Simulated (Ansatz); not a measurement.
# PbS (model cell, started as wurtzite): the cell at rest

Aim: bring PbS (model cell, started as wurtzite) to small forces and stress, as phonons need.

Program: Ansatz 0.2.0. Level of theory: DFT PBEsol, scalar-relativistic, plane waves, PAW; PAW set soft_1. Results are calculated unless marked as measured.

The structure was built from a prototype and need not be the compound's stable phase.

## Step 1: Set-up

It takes space group P6_3mc (No. 186, hexagonal). The conventional cell has a = 4.651 Å, b = 4.651 Å, c = 7.595 Å, α = 90.00°, β = 90.00°, γ = 120.00°. Nearest to Pb lie 4 S at 2.85 Å. Nearest to S lie 4 Pb at 2.85 Å. Farther neighbours and most contacts between anions are not listed.

## Step 2: A coarse first look

First a cheap look: the gap decides the mesh and the occupations, the pressure tells how far the cell has to move.

input.yaml reads:

```yaml
crystal:
  lattice:
    - [4.65109, 0.0, 0.0]
    - [-2.32555, 4.02796, 0.0]
    - [0.0, 0.0, 7.59523]
  atoms:
    - { symbol: Pb, position: [0.333333, 0.666667, 0.0] }
    - { symbol: Pb, position: [0.666667, 0.333333, 0.5] }
    - { symbol: S, position: [0.333333, 0.666667, 0.375] }
    - { symbol: S, position: [0.666667, 0.333333, 0.875] }
kpoints:
  mp_grid: { grid: [6, 6, 4] }
hamiltonian:
  xc: pbesol
  pseudopotentials: { kind: paw, azcp: { folder: soft_1 }, xc_functional: pbe }
scf:
  occupations: { method: gaussian, width: 0.1 }
output:
  forces: true
  stress: true
  eigenvalues: true
```

Launch:

```sh
$ ansatz run input.yaml --threads 4 --pin off --max-ram 10240MiB --backend cpu --events-out ev --progress --plain --runs-dir out
```

Numbers of over 12 decimals in the logs are rounded to 6 here.

Output:

```text
[...]
P = ⅓ Tr σ = -1.0455 GPa (-10.455 kbar)
--- Band table (eV; the first three rows and the last of 21) ---
  k-point 0: bands = [... 16 lower, 2.7559, 3.0227, 3.0614, 3.0614, 7.2259, 7.2259, 7.4301, 8.2274]
  k-point 1: bands = [... 16 lower, 2.8792, 2.9708, 2.9708, 3.1342, 7.1187, 7.3539, 7.3539, 8.0104]
  k-point 2: bands = [... 16 lower, 2.7683, 2.7683, 3.1185, 3.1185, 7.2247, 7.2247, 7.6803, 7.6803]
  k-point 20: bands = [... 16 lower, 2.2810, 2.2810, 4.1080, 4.1080, 7.3710, 7.3710, 7.9725, 7.9725]
[key lines of the parts left out:]
SCF converged after 8 iterations
Free energy (F): -25285.418682 eV
Fermi energy:    5.648459 eV
```

Wall time 2.4 s (4 threads of Intel Xeon Platinum 8488C (Sapphire Rapids), shared host); peak memory 0.45 GiB; 5.6 s of CPU time.

Numbers from this step:

```
pressure           : -1.045 GPa
gap on the k-mesh  : 1.804 eV
volume per atom    : 35.57 Å³
direct gap on mesh : 2.146 eV
```

The coarse mesh shows a gap of 1.80 eV and a pressure of -1.0 GPa.

## Step 3: Bringing the structure to rest

The cell and atoms are relaxed, since residual forces and stress would shift the frequencies.

input.yaml: that of step 2 with these lines changed.

```diff
@@ -16,3 +16,3 @@
 scf:
-  occupations: { method: gaussian, width: 0.1 }
+  occupations: { method: gaussian, width: 0.02 }
 output:
@@ -21 +21,6 @@
   eigenvalues: true
+relax:
+  adjacent_minimum: "off"
+  f_tol: 0.005
+  max_steps: 80
+  cell: { stress_tol: 0.05 }
```

Output:

```text
[...]
Crystal: 4 atoms, lattice volume = 142.292 Å³
Basis set: ecut = 420 eV, 2779 PW (Γ), exchange–correlation on 64×64×108 points (8 copies of the dense FFT grid, shifted against one another)
Bands: 24, of which v1, the nominal top of the filled ones, is band 20 counted from 1 (19 counted from 0)
Symmetry: 12 space group operations
[...]
k-points: 21 of 144 (time reversal used)
[...]
SCF iter   1: F=—  HF=-25286.102311 eV  |F-HF|=—  |Δ(HF+E_count)|=         —  Δρ=2.72e-2  dr2=2.65e0  ethr=3.10e-3  ⟨swp⟩=7.5  Hψ=2650  notcnv=0
[...]
SCF iter   8: F=-25285.418682 eV  HF=-25285.418682 eV  |F-HF|=3.11e-8  |Δ(HF+E_count)|=   1.21e-6  Δρ=2.48e-6  dr2=1.40e-8  ethr=2.50e-10  ⟨swp⟩=7.6  Hψ=2519  notcnv=0
SCF 1 converged in 8 iterations: F = -25285.418682 eV  dr2 = 1.40e-8
[...]
relax step   1: F+E_penalty+E_count = -25285.41868208 eV  Δ(F+E_penalty+E_count) = +0.000e0 eV  max|allowed force component| = 1.722e-2 eV/Å  Δτ_max = 0.0000 Å  P = -1.045 GPa  Ω = 142.292 Å³  (8 SCF iters, dr2 threshold 1.00e-7 eV, accepted)
Crystal: 4 atoms, lattice volume = 136.431 Å³
Basis set: ecut = 420 eV, 2683 PW (Γ), exchange–correlation on 64×64×108 points (8 copies of the dense FFT grid, shifted against one another)
[...]
iter 1 solved again at ethr=5.43e-6 eV; its pass at ethr=3.10e-3 eV (dr2=2.17e-3 eV) is discarded
[...]
SCF iter   6: F=-25285.438543 eV  HF=-25285.438543 eV  |F-HF|=1.06e-7  |Δ(HF+E_count)|=   1.28e-6  Δρ=3.86e-6  dr2=2.95e-8  ethr=1.00e-9  ⟨swp⟩=7.0  Hψ=2498  notcnv=0
SCF 2 converged in 6 iterations: F = -25285.438543 eV  dr2 = 2.95e-8
relax step   2: F+E_penalty+E_count = -25285.43854349 eV  Δ(F+E_penalty+E_count) = -1.986e-2 eV  max|allowed force component| = 5.550e-3 eV/Å  Δτ_max = 0.0093 Å  P = +0.534 GPa  Ω = 136.431 Å³  energy of the carried Pulay correction = +6.577e-4 eV  (6 SCF iters, dr2 threshold 4.00e-7 eV, accepted)
Crystal: 4 atoms, lattice volume = 136.914 Å³
Basis set: ecut = 420 eV, 2671 PW (Γ), exchange–correlation on 64×64×108 points (8 copies of the dense FFT grid, shifted against one another)
[...]
SCF iter   5: F=-25285.454612 eV  HF=-25285.454612 eV  |F-HF|=2.28e-8  |Δ(HF+E_count)|=   1.49e-6  Δρ=6.61e-6  dr2=1.28e-7  ethr=1.00e-9  ⟨swp⟩=7.2  Hψ=2536  notcnv=0
SCF 3 converged in 5 iterations: F = -25285.454612 eV  dr2 = 1.28e-7
relax step   3: F+E_penalty+E_count = -25285.45461204 eV  Δ(F+E_penalty+E_count) = -1.607e-2 eV  max|allowed force component| = 8.862e-3 eV/Å  Δτ_max = 0.0198 Å  P = +0.312 GPa  Ω = 136.914 Å³  energy of the carried Pulay correction = +6.024e-4 eV  (5 SCF iters, dr2 threshold 4.00e-7 eV, accepted)
[... from here on, the SCF cycles and remarks between the steps are left out ...]
relax step   4: F+E_penalty+E_count = -25285.49877084 eV  Δ(F+E_penalty+E_count) = -4.416e-2 eV  max|allowed force component| = 2.607e-2 eV/Å  Δτ_max = 0.0428 Å  P = +0.447 GPa  Ω = 135.338 Å³  energy of the carried Pulay correction = +7.834e-4 eV  (5 SCF iters, dr2 threshold 4.00e-7 eV, accepted)
relax step   5: F+E_penalty+E_count = -25285.59430683 eV  Δ(F+E_penalty+E_count) = -9.554e-2 eV  max|allowed force component| = 1.664e-1 eV/Å  Δτ_max = 0.0603 Å  P = +0.062 GPa  Ω = 134.075 Å³  energy of the carried Pulay correction = +9.300e-4 eV  (6 SCF iters, dr2 threshold 4.00e-7 eV, accepted)
relax step   6: F+E_penalty+E_count = -25285.67942458 eV  Δ(F+E_penalty+E_count) = -8.512e-2 eV  max|allowed force component| = 2.746e-1 eV/Å  Δτ_max = 0.0644 Å  P = +0.500 GPa  Ω = 130.019 Å³  energy of the carried Pulay correction = +1.410e-3 eV  (6 SCF iters, dr2 threshold 4.00e-7 eV, accepted)
relax step   7: F+E_penalty+E_count = -25285.77946259 eV  Δ(F+E_penalty+E_count) = -1.000e-1 eV  max|allowed force component| = 1.921e-1 eV/Å  Δτ_max = 0.1339 Å  P = +0.140 GPa  Ω = 127.120 Å³  energy of the carried Pulay correction = +1.761e-3 eV  (6 SCF iters, dr2 threshold 4.00e-7 eV, accepted)
relax step   8: F+E_penalty+E_count = -25285.64154201 eV  Δ(F+E_penalty+E_count) = +1.379e-1 eV  max|allowed force component| = 5.354e-2 eV/Å  Δτ_max = 0.0991 Å  P = -3.449 GPa  Ω = 138.011 Å³  energy of the carried Pulay correction = +4.777e-4 eV  (7 SCF iters, dr2 threshold 4.00e-7 eV, rejected (line search))
relax step   9: F+E_penalty+E_count = -25285.80594515 eV  Δ(F+E_penalty+E_count) = -2.648e-2 eV  max|allowed force component| = 4.290e-2 eV/Å  Δτ_max = 0.0785 Å  P = +0.005 GPa  Ω = 126.013 Å³  energy of the carried Pulay correction = +1.898e-3 eV  (9 SCF iters, accepted)
relax step  10: F+E_penalty+E_count = -25285.80991328 eV  Δ(F+E_penalty+E_count) = -3.968e-3 eV  max|allowed force component| = 6.939e-3 eV/Å  Δτ_max = 0.0533 Å  P = +0.003 GPa  Ω = 125.688 Å³  energy of the carried Pulay correction = +1.938e-3 eV  (6 SCF iters, dr2 threshold 1.15e-7 eV, accepted)
relax step  11: F+E_penalty+E_count = -25285.81004269 eV  Δ(F+E_penalty+E_count) = -1.294e-4 eV  max|allowed force component| = 1.288e-3 eV/Å  Δτ_max = 0.0100 Å  P = +0.000 GPa  Ω = 125.683 Å³  energy of the carried Pulay correction = +1.939e-3 eV  (6 SCF iters, dr2 threshold 3.01e-9 eV, accepted)
Basis set: ecut = 420 eV, 2461 PW (Γ), exchange–correlation on 72×72×80 points (8 copies of the dense FFT grid, shifted against one another)
[...]
SCF iter   5: F=-25285.810013 eV  HF=-25285.810013 eV  |F-HF|=1.46e-11  |Δ(HF+E_count)|=  1.53e-10  Δρ=1.04e-7  dr2=4.84e-12  ethr=1.00e-12  ⟨swp⟩=4.8  Hψ=1709  notcnv=0
SCF 12 converged in 5 iterations: F = -25285.810013 eV  dr2 = 4.84e-12
relax step  12: F+E_penalty+E_count = -25285.81001340 eV  Δ(F+E_penalty+E_count) = +2.929e-5 eV  max|allowed force component| = 1.285e-3 eV/Å  Δτ_max = 0.0000 Å  P = -0.003 GPa  Ω = 125.683 Å³  stress off target by 1.58e-2 GPa  SCF on the basis re-selected at this cell (its energy is not comparable with the rows above)  (5 SCF iters)
basis re-selected at this cell: Δ(F+E_penalty+E_count) = +2.929e-5 eV, ΔP = -0.003 GPa vs the last step (what re-selecting the basis moved, of the pressure what is left beyond the Pulay correction that the steps carried, after the strain that the cell walked since its last selection, with what the two solves' SCF thresholds leave and, on support functions, any second-order correction that the steps lacked; it is no measure of the basis error at this ecutwfc). The dense FFT grid was sized anew with the basis: this SCF ran on 36×36×40 points, the steps before it on 32×32×54, so part of this shift can come from that change (see relax.cell in the input reference). [rest of the remark cut]
SCF converged after 5 iterations
Free energy (F): -25285.810013 eV
[...]
Internal energy: -25285.810013 eV  (E = F + TS)
E sigma→0 (E₀):  -25285.810013 eV
Fermi energy:    6.861022 eV
[...]
--- Forces (eV/Å), atoms counted from 1 ---
  atom   1  Pb     0.00000000     0.00000000    -0.00128523
  atom   2  Pb    -0.00000000    -0.00000000    -0.00128523
  atom   3  S      0.00000000     0.00000000     0.00128533
  atom   4  S     -0.00000000    -0.00000000     0.00128533
  max |Σ_I F_I| component: 2.04e-7 eV/Å
--- Stress (GPa, compression-positive) ---
        0.003292      -0.000000      -0.000000
       -0.000000       0.003292       0.000000
       -0.000000       0.000000      -0.015810
  P = ⅓ Tr σ = -0.0031 GPa (-0.031 kbar)
--- Band table (eV; the first three rows and the last of 21) ---
  k-point 0: bands = [... 16 lower, 2.9813, 4.1678, 4.1998, 4.1998, 8.0935, 8.0935, 9.5275, 9.5275]
  k-point 1: bands = [... 16 lower, 3.1545, 4.0267, 4.0267, 4.9973, 8.0924, 8.0924, 9.0870, 9.0870]
  k-point 2: bands = [... 16 lower, 3.5877, 3.5877, 4.8117, 4.8117, 8.4035, 8.4035, 8.4035, 8.4035]
  k-point 20: bands = [... 16 lower, 4.6815, 4.6815, 6.2167, 6.2167, 7.5053, 7.5053, 8.9327, 8.9327]
--- Relaxed structure (11 steps of the walk, 10 accepted, 1 SCFs on fresh bases) ---
  F+E_penalty+E_count = -25285.81001340 eV   max|allowed force component| = 1.285e-3 eV/Å   (the final SCF, on the basis selected at the relaxed cell)
  cell:  # Å, volume = 125.6834 Å³
    - [4.945488, 3.069473317760453e-6, 0]
    - [-2.472746, 4.282916, 0]
    - [0, 0, 5.933745]
  atoms:
    - { symbol: Pb, position: [0.333333, 0.666667, -0.062196] }
    - { symbol: Pb, position: [0.666667, 0.333333, 0.437804] }
    - { symbol: S, position: [0.333333, 0.666667, 0.437196] }
    - { symbol: S, position: [0.666667, 0.333333, 0.937196] }
```

Elapsed: 15 s, on 4 threads; peak memory 0.49 GiB; 56 s of CPU time.

Step by step:

```csv
step,energy less that of the first step (eV),largest force component (eV/Å),pressure (GPa),volume (Å³)
1,0.0000,0.0172,-1.05,142.29
2,-0.0199,0.0056,0.53,136.43
3,-0.0359,0.0089,0.31,136.91
4,-0.0801,0.0261,0.45,135.34
5,-0.1756,0.1664,0.06,134.07
6,-0.2607,0.2746,0.50,130.02
7,-0.3608,0.1921,0.14,127.12
8,-0.2229,0.0535,-3.45,138.01
9,-0.3873,0.0429,0.00,126.01
10,-0.3912,0.0069,0.00,125.69
11,-0.3914,0.0013,0.00,125.68
12*,-0.3913,0.0013,0.00,125.68
```

Relaxation steps marked * repeat the geometry before them on a plane-wave basis chosen anew for their cell, so energy and pressure can jump there. Relaxation step 8 was tried and not accepted.

Forces are held to the 12 operations that the run works with; a distortion that breaks them can't arise in this run.

```csv
cell as run,before,after,change
a (Å),4.651,4.945,+6.3 %
b (Å),4.651,4.945,+6.3 %
c (Å),7.595,5.934,-21.9 %
volume (Å³/atom),35.57,31.42,-11.7 %
```

The atoms that moved most (Å, as changes of fractional coordinates times the final cell):

```csv
atom,dx,dy,dz,length
Pb1,0.000,0.000,-0.369,0.369
S3,0.000,0.000,0.369,0.369
S4,0.000,0.000,0.369,0.369
Pb2,0.000,0.000,-0.369,0.369
```

Numbers from this step:

```yaml
pressure: -0.003075 GPa
gap_on_the_k_mesh: 1.289 eV
volume_per_atom: 31.42 Å³
direct_gap_on_mesh: 1.289 eV
```

In this step the volume went from 35.57 to 31.42 Å³/atom.

## Step 4: Bringing the structure to rest

The relaxation is repeated from its end on the same settings, as a check that it has come to rest.

input.yaml, the sections that differ from step 3:

```yaml
crystal:
  lattice:
    - [4.9454875844, 3.0695e-06, 0.0]
    - [-2.4727464504, 4.2829163474, 0.0]
    - [0.0, 0.0, 5.9337452793]
  atoms:
    - { symbol: Pb, position: [0.3333333333, 0.6666666667, -0.0621958406] }
    - { symbol: Pb, position: [0.6666666667, 0.3333333333, 0.4378041594] }
    - { symbol: S, position: [0.3333333333, 0.6666666667, 0.4371958406] }
    - { symbol: S, position: [0.6666666667, 0.3333333333, 0.9371958406] }
output:
  forces: true
  stress: true
  eigenvalues: true
  write_density: true
  write_potential: true
  elf: true
  volumetric_format: npy
# kpoints, hamiltonian, scf, relax: as in step 3
```

Output:

```text
[...]
Crystal: 4 atoms, lattice volume = 125.683 Å³
Basis set: ecut = 420 eV, 2461 PW (Γ), exchange–correlation on 72×72×80 points (8 copies of the dense FFT grid, shifted against one another)
Bands: 24, of which v1, the nominal top of the filled ones, is band 20 counted from 1 (19 counted from 0)
[... 1 set-up line as in the run before ...]
[...]
k-points: 21 of 144 (time reversal used)
[...]
--- Relaxed structure (1 steps of the walk, 1 accepted, 1 SCFs on fresh bases) ---
[...]
cell:  # Å, volume = 125.6834 Å³
    - [4.945488, 3.0694624852888727e-6, 0.0]
    - [-2.472746, 4.282916, 0.0]
    - [0.0, 0.0, 5.9337452793]
  atoms:
    - { symbol: Pb, position: [0.333333, 0.666667, -0.062196] }
    - { symbol: Pb, position: [0.666667, 0.333333, 0.437804] }
    - { symbol: S, position: [0.333333, 0.666667, 0.437196] }
    - { symbol: S, position: [0.666667, 0.333333, 0.937196] }
[key lines of the parts left out:]
SCF converged after 4 iterations
Free energy (F): -25285.810013 eV
Fermi energy:    6.861020 eV
P = ⅓ Tr σ = -0.0031 GPa (-0.031 kbar)
```

Run time: 2.5 s. Hardware: 4 threads; peak memory 0.46 GiB.

Little changed from the start: no atom moved by 0.005 Å and no cell edge by 0.1 %.

Numbers from this step:

| Quantity | Value |
| --- | --- |
| pressure | -0.003074 GPa |

ELF in the ac plane at fractional y = 0.333, with atoms of Pb and S within 0.2 Å of it. It is the smooth field of the valence electrons, not physical close to the nuclei.

Ten even steps from '0' (0.01) to '9' (0.84), each cell a mean:
```
22322489402995
12322489625995
11211379999984
00100147898752
00000012344310
01110012333210
12431124545431
24652235312542
25653244100342
25653244201442
13542134434532
01221123444321
00000012232210
00000124676531
11111268999973
12221389857984
```
Columns run along a (4.9 Å), rows up along c (5.9 Å). Atoms in or near the plane, at fractional coordinates: Pb at (0.67, 0.44), S at (0.67, 0.94).

Valence density in the ac plane at fractional y = 0.333, with atoms of Pb and S within 0.2 Å of it. It is the smooth field of the valence electrons, not physical close to the nuclei.

Ten steps, logarithmic in the rise over the least value, from '_' (0.0 e/Å³) to '@' (7.5 e/Å³), each cell a mean:
```
..........::--++++--++++==::
..........::--++++++++++==::
__________..::==++++++==--..
____________..::--====--::__
______________..::::::::..__
____________..::------::..__
__________..::==++****==::..
............--**%%%%%%**==::
..........::==##@@@@@@##++::
..........::==**%%@@@@##==::
............::++######++--..
____________..--==++==--..__
______________..::::::::..__
____________..::------::..__
__________..::--==++==--::..
............--==++++++++--::
```
Columns run along a (4.9 Å), rows up along c (5.9 Å). Atoms in or near the plane, at fractional coordinates: Pb at (0.67, 0.44), S at (0.67, 0.94).

Electrostatic potential energy in the ac plane at fractional y = 0.333, with atoms of Pb and S within 0.2 Å of it. With pseudopotentials it is smooth inside the atoms' cores, unlike the true potential.

Values in eV, 16 rows by 14 columns, each cell a mean:
```
  8   6   6   6   7   8   4 -17 -35 -25 -33 -23   1   8
  8   7   6   6   8   8   5 -12 -34 -32 -34 -18   3   8
  9   8   7   7   8   9   8   1 -15 -24 -18  -2   7   9
  9   9   8   9   9  10   9   7   4   1   3   7   9  10
 10  10   9  10  10  10   9   8   7   6   7   8   9  10
 10  10  10  10  10   9   8   5   2   0   1   5   7   9
  9  10  10  10  10   8   4  -4 -18 -26 -21  -7   3   7
  9  10  10  10   9   7  -1 -22 -36 -35 -36 -27  -4   6
  8   9   9   9   9   6  -6 -30 -34 -29 -32 -33 -11   5
  9   9  10   9   9   6  -4 -27 -35 -32 -34 -31  -8   5
  9  10  10  10   9   7   2 -12 -29 -34 -31 -17   0   7
 10  10  10  10  10   9   6   2  -5 -10  -7   1   6   8
 10  10  10  10  10   9   9   7   6   5   5   7   8   9
  9   9   9   9   9  10   9   8   7   6   6   8   9  10
  9   8   8   8   9   9   9   5  -3  -9  -5   4   8   9
  8   7   6   7   8   9   6  -6 -28 -35 -31 -11   5   9
```
Columns run along a (4.9 Å; values clipped at the 3rd and 97th percentile), rows up along c (5.9 Å). Atoms in or near the plane, at fractional coordinates: Pb at (0.67, 0.44), S at (0.67, 0.94).

In this step the volume went from 31.42 to 31.42 Å³/atom.

## Step 5: Relaxing to small forces for the phonons

Phonons need a cell at rest on their own settings, so the relaxation is repeated with tight tolerances on forces and stress, using the mesh and the filling of the phonon run that follows.

input.yaml, the sections that differ from step 4:

```yaml
scf:
  occupations: { method: fixed }
output:
  forces: true
  stress: true
  eigenvalues: true
relax:
  adjacent_minimum: "off"
  f_tol: 0.001
  max_steps: 60
  cell: { stress_tol: 0.01 }
# crystal, kpoints, hamiltonian: as in step 4
```

Output:

```text
[...]
Crystal: 4 atoms, lattice volume = 125.683 Å³
Basis set: ecut = 420 eV, 2461 PW (Γ), exchange–correlation on 72×72×80 points (8 copies of the dense FFT grid, shifted against one another)
Bands: 24, of which v1, the nominal top of the filled ones, is band 20 counted from 1 (19 counted from 0)
[... 1 set-up line as in the run before ...]
[...]
k-points: 21 of 144 (time reversal used)
[...]
--- Relaxed structure (4 steps of the walk, 4 accepted, 1 SCFs on fresh bases) ---
[...]
cell:  # Å, volume = 125.6726 Å³
    - [4.945685, 3.0695849733080212e-6, 0]
    - [-2.472845, 4.283087, 0]
    - [0, 0, 5.932766]
  atoms:
    - { symbol: Pb, position: [0.333333, 0.666667, -0.062507] }
    - { symbol: Pb, position: [0.666667, 0.333333, 0.437493] }
    - { symbol: S, position: [0.333333, 0.666667, 0.437507] }
    - { symbol: S, position: [0.666667, 0.333333, 0.937507] }
[key lines of the parts left out:]
SCF converged after 4 iterations
Free energy (F): -25285.810017 eV
Fermi energy:    6.218063 eV
P = ⅓ Tr σ = 0.0013 GPa (0.013 kbar)
```

Run time: 5.4 s. Hardware: 4 threads; peak memory 0.48 GiB; 19 s of CPU time.

Little changed from the start: no atom moved by 0.005 Å and no cell edge by 0.1 %.

Numbers from this step:

```yaml
pressure: 0.001319 GPa
```

The largest force component left is 0.032 meV/Å and the pressure is 0.001 GPa, within the tolerances set. The cell now holds 31.42 Å³/atom. Within 0.01 Å the structure now has space group P6_3/mmc, not the P6_3mc of the start.

## Step 6: Summary of results

| Item | Value |
| --- | --- |
| space group after relaxation (within 0.01 Å) | P6_3/mmc |
| lattice constant a | 4.946 Å |
| lattice constant b | 4.946 Å |
| lattice constant c | 5.933 Å |
| volume per atom | 31.4 Å³ |
| gap on the k-mesh | 1.29 eV |

**Reading.** The largest force component left is 0.032 meV/Å and the pressure is 0.001 GPa, within the tolerances set. The cell now holds 31.42 Å³/atom. Within 0.01 Å the structure now has space group P6_3/mmc, not the P6_3mc of the start. The relaxation keeps the symmetry of its start, so it says nothing on stability against lower symmetry. The relaxed cell left the space group of the starting entry, even within 0.1 Å, so it may not be the phase that the entry, or a measurement on it, describes. Spin-orbit coupling is left out, which can matter for the heavy elements here. The PAW files were made for PBE and serve the other functionals too. The starting cell was built on a prototype and not taken from a measurement, so the phase need not exist.

[Logs are printed without paths, hosts, clocks, repeated set-up lines and the standing remarks that a program may print on its own settings, such as how far it seeks lower states.]

[Hosts, paths, dates, database ids (printed as entryN), source tags and the programs' standing remarks are cut or masked in the printed files.]
